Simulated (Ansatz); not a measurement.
**Iridium, simple cubic under m-r²SCAN: from relaxation to bulk modulus**

What does m-r²SCAN give for iridium in the simple cubic structure? We relax it, solve it on a dense k-mesh, then scale the cell to 7 volumes from 88 to 112 % of the relaxed one and try a fit of the equation of state. The start is ferromagnetic. The k-meshes are 13×13×13 for the relaxation; 20×20×20 for the dense run; 14×14×14 for the volumes.

This is Ir in the simple cubic structure; at room conditions it is fcc.

Method: DFT m-r2SCAN, plane waves (500 eV) with PAW, scalar-relativistic; the PAW data stem from PBE, with regenerated cores; m-r²SCAN is r²SCAN on the gauge-invariant kinetic-energy density, in Ansatz 0.2.0.

**1. Starting point**

It takes space group Pm-3m (No. 221, cubic). Conventional cell: a = 2.482 Å, b = 2.482 Å, c = 2.482 Å, α = 90.00°, β = 90.00°, γ = 90.00°. Ir (site symmetry m-3m) is surrounded by 6 Ir at 2.48 Å.

Coordinates:

```
CELL_PARAMETERS angstrom
2.48152 0.00000 0.00000
0.00000 2.48152 0.00000
0.00000 0.00000 2.48152
ATOMIC_POSITIONS crystal
Ir 0.00000 0.00000 0.00000
```

Starting moments (μB): +1.

**2. Relaxation of the cell**

input.yaml

```yaml
crystal:
  lattice:
    - [2.4815209647, 0.0, 0.0]
    - [0.0, 2.4815209647, 0.0]
    - [0.0, 0.0, 2.4815209647]
  atoms:
    - { symbol: Ir, position: [0.0, 0.0, 0.0], spin: 1.0 }
hamiltonian:
  xc: mr2scan
  pseudopotentials:
    kind: paw
    azcp:
      Ir: "pseudopotentials/Ir.paw.azcp"
basis:
  ecutwfc: 500
  fft_grid_basis: typed
kpoints:
  mp_grid: { grid: [13, 13, 13], shift: [0, 0, 0] }
magnetization:
  spin_polarized: true
scf:
  occupations: { method: fermi_dirac, width: 0.05 }
relax:
  max_steps: 60
  f_tol: 0.01
  cell: {}
```

Command:

```sh
ansatz run input.yaml --threads 2 --pin off --max-ram 6144MiB --backend cpu --events-out ev --progress --plain --runs-dir out
```

The log of the run:

```text
Warning: RAYON_NUM_THREADS=2 ignored (pool sized by the plan → 2); use --threads N
Engine: ansatz 0.2.0, aarch64-unknown-linux-gnu
Pseudopotentials: kind: paw
Pseudopotential: Ir, paw, valence charge 17, recommended cutoff 500 eV (meta_gga), <dir>
Functional definition: m-r2SCAN
  exchange = m_r2scan_x
  correlation = m_r2scan_c
Crystal: 1 atoms, lattice volume = 15.281 Å³
Basis set: ecut = 500 eV, 389 PW (Γ), exchange–correlation on 80×80×80 points (64 copies of the dense FFT grid, shifted against one another)
Bands: 13, of which v1, the nominal top of the filled ones, is band 9 counted from 1 (8 counted from 0)
Symmetry: 48 space group operations
Space group: Pm-3m (ITA 221), of the structure as read, at distance tolerance 2.5e-5 Å
Magnetic group: BNS 221.92 (UNI 1594), of the structure as read, at distance tolerance 2.5e-5 Å
k-points: 84 of 2197
Non-local potential: Ir, projectors of the file, l = 0: 3, l = 1: 2, l = 2: 2, l = 3: 1
PAW form: soft (Blöchl's): semilocal exchange-correlation on the pseudo side does not see the compensation charge
PAW frozen core: Ir, regenerated for the run's functional (the file was generated under x = pbe(κ = 0.804, μ = 0.2195149727645171), c = pbe(β = 0.06672455060314922))
PAW one-centre angular grid: Ir, 590 points (default); XC on 160 Gauss nodes
Initial density: superposition of atomic densities (chi_scale 0.1, normalization cell)
Starting moments: Σ|m| = 1 μB on 1 of 1 site
Initial wavefunctions: pseudopotential atomic-orbital guess
Functional: x = mr2scan, c = mr2scan; τ floored in thin density (d = 2e-4 eV/Å³)
iter 1 solved again at ethr=4.98e-4 eV; its pass at ethr=3.10e-3 eV (dr2=8.47e-2 eV) is discarded
SCF iter   1: F=—  HF=-11947.117586 eV  |F-HF|=—  |Δ(HF+E_count)|=         —  Δρ=2.59e-2 (↑2.59e-2 ↓1.69e-2)  dr2=7.80e-2  dr2_τ=8.51e-3  dr2_m=3.40e-2  M=0.664 μB ∫|m|=0.664 μB  β_m=0.89  ethr=4.98e-4  ⟨swp⟩=2.1  Hψ=17489  notcnv=0
Mixer restart at iter 1: flushing history
preconditioner: auto → none  [metal: Δε(μ)=0.029 eV  Ē_g=14.328 eV  σ=0.050 eV  W_gap=0.14  n_scr=6 (ndim 8)  ℏωp=28.5 eV  f_vac=0.000  D(μ)=1.09/eV (n_scr^D=18)  sad-step TF]
SCF iter   2: F=—  HF=-11947.336178 eV  |F-HF|=—  |Δ(HF+E_count)|=         —  Δρ=3.55e-2 (↑3.55e-2 ↓2.75e-2)  dr2=3.36e-2  dr2_τ=2.35e-2  dr2_m=1.27e-1  M=0.122 μB ∫|m|=0.123 μB  β_m=0.36  ethr=4.59e-4  ⟨swp⟩=2.7  Hψ=3986  notcnv=0
Mixer restart at iter 2: flushing history
SCF iter   3: F=—  HF=-11947.412241 eV  |F-HF|=—  |Δ(HF+E_count)|=   7.61e-2  Δρ=2.03e-2 (↑2.03e-2 ↓1.93e-2)  dr2=8.66e-3  dr2_τ=7.85e-4  dr2_m=5.03e-2  M=0.126 μB ∫|m|=0.126 μB  β_m=0.47  ethr=1.97e-4  ⟨swp⟩=2.2  Hψ=4280  notcnv=0  defer=19  κ⁻¹=1.0e0(r=1)
SCF iter   4: F=—  HF=-11947.525544 eV  |F-HF|=—  |Δ(HF+E_count)|=   1.13e-1  Δρ=1.23e-2 (↑9.62e-3 ↓1.23e-2)  dr2=5.34e-3  dr2_τ=5.77e-4  dr2_m=1.54e-2  M=0.048 μB ∫|m|=0.048 μB  β_m=0.30  ethr=5.10e-5  ⟨swp⟩=2.5  Hψ=3450  notcnv=0  defer=19  κ⁻¹=1.3e-1(r=2)
SCF iter   5: F=—  HF=-11947.574248 eV  |F-HF|=—  |Δ(HF+E_count)|=   4.87e-2  Δρ=4.96e-3 (↑2.23e-3 ↓4.96e-3)  dr2=3.30e-3  dr2_τ=5.34e-5  dr2_m=1.39e-3  M=-0.001 μB ∫|m|=0.011 μB  β_m=0.72  ethr=3.14e-5  ⟨swp⟩=2.5  Hψ=3806  notcnv=0  defer=19  κ⁻¹=2.8e-2(r=3)
SCF iter   6: F=—  HF=-11947.583105 eV  |F-HF|=—  |Δ(HF+E_count)|=   8.86e-3  Δρ=9.96e-4 (↑8.93e-4 ↓9.96e-4)  dr2=1.48e-4  dr2_τ=1.21e-5  dr2_m=2.99e-5  M=-0.022 μB ∫|m|=0.022 μB  β_m=1.00  ethr=1.94e-5  ⟨swp⟩=2.0  Hψ=3936  notcnv=0  defer=19  κ⁻¹=7.5e-4(r=4)
SCF iter   7: F=—  HF=-11947.583212 eV  |F-HF|=—  |Δ(HF+E_count)|=   1.07e-4  Δρ=5.34e-4 (↑5.34e-4 ↓4.50e-4)  dr2=6.08e-5  dr2_τ=1.48e-6  dr2_m=2.16e-6  M=-0.016 μB ∫|m|=0.016 μB  β_m=1.00  ethr=8.68e-7  ⟨swp⟩=1.4  Hψ=2668  notcnv=0  defer=19  κ⁻¹=3.1e-4(r=5)
SCF iter   8: F=—  HF=-11947.583491 eV  |F-HF|=—  |Δ(HF+E_count)|=   2.79e-4  Δρ=3.47e-4 (↑3.47e-4 ↓2.45e-4)  dr2=5.78e-6  dr2_τ=1.67e-6  dr2_m=1.01e-5  M=-0.005 μB ∫|m|=0.005 μB  β_m=0.35  ethr=3.57e-7  ⟨swp⟩=2.3  Hψ=2996  notcnv=0  defer=19  κ⁻¹=5.8e-5(r=6)
SCF iter   9: F=—  HF=-11947.583525 eV  |F-HF|=—  |Δ(HF+E_count)|=   3.34e-5  Δρ=1.36e-4 (↑1.36e-4 ↓1.06e-4)  dr2=3.01e-6  dr2_τ=1.24e-7  dr2_m=7.47e-7  M=0.000 μB ∫|m|=0.001 μB  β_m=0.94  ethr=3.40e-8  ⟨swp⟩=2.5  Hψ=3674  notcnv=0  defer=19  κ⁻¹=7.5e-6(r=7)
SCF iter  10: F=—  HF=-11947.583611 eV  |F-HF|=—  |Δ(HF+E_count)|=   8.61e-5  Δρ=2.39e-5 (↑1.84e-5 ↓2.39e-5)  dr2=1.15e-7  dr2_τ=4.99e-9  dr2_m=1.40e-8  M=0.003 μB ∫|m|=0.003 μB  β_m=1.00  ethr=1.77e-8  ⟨swp⟩=2.0  Hψ=3206  notcnv=0  defer=19  κ⁻¹=1.4e-6(r=8)
SCF iter  11: F=—  HF=-11947.583613 eV  |F-HF|=—  |Δ(HF+E_count)|=   1.97e-6  Δρ=2.74e-5 (↑2.72e-5 ↓2.74e-5)  dr2=3.35e-10  dr2_τ=2.07e-8  dr2_m=1.04e-7  M=0.002 μB ∫|m|=0.002 μB  β_m=1.00  ethr=6.77e-10  ⟨swp⟩=2.1  Hψ=3484  notcnv=0  defer=19  κ⁻¹=4.4e-7(r=8)
SCF iter  12: F=—  HF=-11947.583613 eV  |F-HF|=—  |Δ(HF+E_count)|=   1.12e-7  Δρ=2.18e-5 (↑2.03e-5 ↓2.18e-5)  dr2=6.85e-10  dr2_τ=1.21e-8  dr2_m=6.16e-8  M=0.002 μB ∫|m|=0.002 μB  β_m=1.00  ethr=1.97e-12  ⟨swp⟩=3.3  Hψ=4302  notcnv=0  defer=19  κ⁻¹=4.3e-8(r=8)
SCF iter  13: F=—  HF=-11947.583613 eV  |F-HF|=—  |Δ(HF+E_count)|=   8.66e-8  Δρ=1.54e-5 (↑1.40e-5 ↓1.54e-5)  dr2=8.32e-10  dr2_τ=5.78e-9  dr2_m=2.95e-8  M=0.001 μB ∫|m|=0.001 μB  β_m=1.00  ethr=1.97e-12  ⟨swp⟩=3.1  Hψ=4306  notcnv=0  defer=19  κ⁻¹=8.1e-9(r=8)
SCF iter  14: F=—  HF=-11947.583613 eV  |F-HF|=—  |Δ(HF+E_count)|=   6.88e-8  Δρ=7.36e-6 (↑5.25e-6 ↓7.36e-6)  dr2=1.35e-9  dr2_τ=9.96e-10  dr2_m=4.81e-9  M=0.000 μB ∫|m|=0.000 μB  β_m=1.00  ethr=1.97e-12  ⟨swp⟩=3.3  Hψ=4592  notcnv=0  defer=19  κ⁻¹=8.3e-7(r=8)
SCF iter  15: F=—  HF=-11947.583613 eV  |F-HF|=—  |Δ(HF+E_count)|=   4.69e-8  Δρ=1.61e-6 (↑1.61e-6 ↓1.06e-6)  dr2=1.93e-10  dr2_τ=3.69e-11  dr2_m=1.76e-10  M=-0.000 μB ∫|m|=0.000 μB  β_m=1.00  ethr=1.97e-12  ⟨swp⟩=3.3  Hψ=4304  notcnv=0  defer=19  κ⁻¹=1.2e-6(r=8)
SCF iter  16: F=—  HF=-11947.583613 eV  |F-HF|=—  |Δ(HF+E_count)|=   2.12e-9  Δρ=2.96e-7 (↑2.96e-7 ↓2.76e-7)  dr2=1.53e-12  dr2_τ=2.00e-12  dr2_m=1.00e-11  M=0.000 μB ∫|m|=0.000 μB  β_m=1.00  ethr=1.13e-12  ⟨swp⟩=2.1  Hψ=3603  notcnv=0  defer=19  κ⁻¹=2.5e-7(r=8)
SCF iter  17: F=-11947.583613 eV  HF=-11947.583613 eV  |F-HF|=1.09e-11  |Δ(HF+E_count)|=  1.82e-11  Δρ=2.85e-7 (↑2.84e-7 ↓2.85e-7)  dr2=5.89e-13  dr2_τ=2.08e-12  dr2_m=1.08e-11  M=-0.000 μB ∫|m|=0.000 μB  ethr=1.00e-12  ⟨swp⟩=1.0  Hψ=5703  notcnv=0
WARN: the starting moments were not kept: the SCF closed with an absolute magnetisation of 8.9e-6 μB, where they sum to 1 μB in size (1 site). That is at most 0.1 of that sum. Measured as dr2_m measures the in/out step, that magnetisation stands 2.9e-11 eV from none, at or under the dr2_threshold of 1.0e-7 eV: it is no larger than a step whose dr2_m would equal this threshold. The system may hold no moment; this SCF shows only that its start led to no more than that. To try another start: raise the starting moments (crystal.atoms[].spin, magnetization.per_species, magnetization.initial_magnetization, or on a non-collinear deck that types none of these the spinor_matrix: blocks that start its atoms; where the total moment is fixed, keep their sum and leave initial_magnetization as it is; typed ones take the place of any that the run laid by itself, positive ones on a crystal's lanthanoids without a Hubbard term where scf.initial_density.shell_occupations: [] is typed) or, if the notice of its spin-set hold's release reads "site moments contracting" or "site moments show no strong build", lengthen the hold (scf.mixing.spin_hold: { on: { confirm: 4 } }; for m-r²SCAN on two components see the key's manual first). Each may lead to a state that holds a moment. A second SCF, from the converged charge density, with the starting moments and any scf.initial_density.shell_occupations laid on it anew, would have followed, and was not run: the deck does not ask for one (magnetization.retry_lost_moments is false, the default). To let it run, set magnetization.retry_lost_moments: true and run the deck again, where that key's refused combinations let it; where memory then withholds it, that run's warning says so.
SCF 1 converged in 17 iterations: F = -11947.583613 eV  dr2 = 5.89e-13
relax step   1: F+E_penalty+E_count = -11947.58361310 eV  Δ(F+E_penalty+E_count) = +0.000e0 eV  max|allowed force component| = 0.000e0 eV/Å  Δτ_max = 0.0000 Å  P = +27.946 GPa  Ω = 15.281 Å³  (17 SCF iters, dr2 threshold 1.00e-7 eV, accepted)
[... 29 lines left out ...]
relax step   2: F+E_penalty+E_count = -11947.64679587 eV  Δ(F+E_penalty+E_count) = -6.318e-2 eV  max|allowed force component| = 0.000e0 eV/Å  Δτ_max = 0.0000 Å  P = -13.435 GPa  Ω = 17.627 Å³  energy of the carried Pulay correction = -1.710e-3 eV  (19 SCF iters, dr2 threshold 1.00e-7 eV, accepted)
[... 23 lines left out ...]
relax step   3: F+E_penalty+E_count = -11947.69018648 eV  Δ(F+E_penalty+E_count) = -4.339e-2 eV  max|allowed force component| = 0.000e0 eV/Å  Δτ_max = 0.0000 Å  P = -2.410 GPa  Ω = 16.790 Å³  energy of the carried Pulay correction = -1.129e-3 eV  (17 SCF iters, dr2 threshold 1.00e-7 eV, accepted)
[... 19 lines left out ...]
relax step   4: F+E_penalty+E_count = -11947.69145901 eV  Δ(F+E_penalty+E_count) = -1.273e-3 eV  max|allowed force component| = 0.000e0 eV/Å  Δτ_max = 0.0000 Å  P = +0.301 GPa  Ω = 16.618 Å³  energy of the carried Pulay correction = -1.005e-3 eV  (14 SCF iters, dr2 threshold 1.00e-7 eV, accepted)
[... 18 lines left out ...]
relax step   5: F+E_penalty+E_count = -11947.69146283 eV  Δ(F+E_penalty+E_count) = -3.822e-6 eV  max|allowed force component| = 0.000e0 eV/Å  Δτ_max = 0.0000 Å  P = -0.005 GPa  Ω = 16.637 Å³  energy of the carried Pulay correction = -1.019e-3 eV  (13 SCF iters, dr2 threshold 1.00e-7 eV, accepted)
[... 16 lines left out ...]
relax step   6: F+E_penalty+E_count = -11947.69264596 eV  Δ(F+E_penalty+E_count) = -1.183e-3 eV  max|allowed force component| = 0.000e0 eV/Å  Δτ_max = 0.0000 Å  P = +0.025 GPa  Ω = 16.637 Å³  stress off target by 2.52e-2 GPa  SCF on the basis re-selected at this cell (its energy is not comparable with the rows above)  (11 SCF iters)
basis re-selected at this cell: Δ(F+E_penalty+E_count) = -1.183e-3 eV, ΔP = +0.031 GPa vs the last step (what re-selecting the basis moved, of the pressure what is left beyond the Pulay correction that the steps carried, after the strain that the cell walked since its last selection, with what the two solves' SCF thresholds leave and, on support functions, any second-order correction that the steps lacked; it is no measure of the basis error at this ecutwfc). This SCF's stress stands 2.52e-2 GPa from its target on what of the cell is left free (relax.cell.stress_tol is 5.00e-2 GPa) and its largest allowed force component is 0.00e0 eV/Å (relax.f_tol is 1.00e-2 eV/Å): within both
SCF converged after 11 iterations
Stability not checked: this state was not tested for a lower state beside it, because the mixer in use, unlike msr1, does not test its closes by its own steps (another_mixer; see scf.mixing.algorithm and scf.lower_state_search)
Magnetization: 0.0000 μB (8.5000 up, 8.5000 down)
Absolute magnetization: 0.0000 μB (∫|ρ↑−ρ↓|, with the PAW one-centre terms)
Spin contamination: 0.0000 ħ² per cell (⟨S²⟩ above its minimum at these occupations)
Per-site moments (μB) at R_I (Å): [(1.1691177813416255e-7, 1.0530434840829987)]
Free energy (F): -11947.692646 eV
Harris-Foulkes:  -11947.692646 eV  (|F-HF|=3.64e-12)
Internal energy: -11947.678946 eV  (E = F + TS)
E sigma→0 (E₀):  -11947.685796 eV
Entropy (-TS):   -0.013700 eV (-13.700 meV/atom)
Fermi energy:    20.591873 eV
--- Per-component energies (eV) ---
  E_band       = -171.262021
  E_kinetic    = 622.857572
  E_local      = -1339.727070  (includes V_loc(G=0)·N_el)
  E_nonlocal   = 76.007810
  E_hartree    = 510.692147
  E_xc         = -254.289662
  E_vxc        = -331.856650  (∫ρ·V_xc dr)
  E_paw        = -9250.294074  (= ΣΔE_a)
  E_vpaw       = -240.627210  (= ΣTr[D̂ρ^β])
  E_aug_tail   = -0.000015  (compensation charges beyond the density's cutoff)
  E_vtau       = 20.699275  (kinetic-family band-sum trace: ∫τ·v_τ [+ j·A + Jᵃ·Aᵃ] dr)
  E_ewald      = -2312.608763
  E_core_change = -0.316894  (= ΣΔE_core)
  E_smearing   = -0.013700  (= −TS)
  E_closure    = 0.000000  (closes the sum)
  Σ components = -11947.692646   (vs F -11947.692646, Δ=0.00e0)
--- Forces (eV/Å), atoms counted from 1 ---
  atom   1  Ir     0.00000000    -0.00000000    -0.00000000
  max |Σ_I F_I| component: 1.75e-32 eV/Å
--- Stress (GPa, compression-positive) ---
        0.025239      -0.000000      -0.000000
       -0.000000       0.025239      -0.000000
       -0.000000      -0.000000       0.025239
  P = ⅓ Tr σ = 0.0252 GPa (0.252 kbar)
--- Relaxed structure (5 steps of the walk, 5 accepted, 1 SCFs on fresh bases) ---
  F+E_penalty+E_count = -11947.69264596 eV   max|allowed force component| = 0.000e0 eV/Å   (the final SCF, on the basis selected at the relaxed cell)
  cell:  # Å, volume = 16.6367 Å³
    - [2.5528326886860575, -9.669773262444246e-34, 2.547844822262281e-34]
    - [-4.5339600774116175e-34, 2.5528326886860575, 0.0]
    - [2.547844822262281e-34, 0.0, 2.5528326886860575]
  atoms:
    - { symbol: Ir, position: [0.0, 0.0, 0.0] }
```

Run time: 19 s. Hardware: 2 threads of Arm Neoverse V2, shared host; peak memory 0.33 GiB.

The steps of the relaxation:

```csv
step,energy change (meV/atom),largest force (eV/Å),pressure (GPa),volume (Å³/atom)
1,0.00,0.0000,27.95,15.281
2,-63.18,0.0000,-13.43,17.627
3,-106.57,0.0000,-2.41,16.790
4,-107.85,0.0000,0.30,16.618
5,-107.85,0.0000,-0.01,16.637
6,-109.03,0.0000,0.03,16.637
```

Steps that repeat a cell are solved on a basis chosen anew, so their changes of energy are no gain of the relaxation.

Changes in the cell that was computed:

|  | before | after | change |
| --- | --- | --- | --- |
| a (Å) | 2.482 | 2.553 | +2.9 % |
| b (Å) | 2.482 | 2.553 | +2.9 % |
| c (Å) | 2.482 | 2.553 | +2.9 % |
| volume (Å³/atom) | 15.281 | 16.637 | +8.9 % |
| shortest distance (Å) | 2.482 | 2.553 | +2.9 % |
| space group (spins left aside) | Pm-3m | Pm-3m | same |

(Part 1 of 3 ends here.)
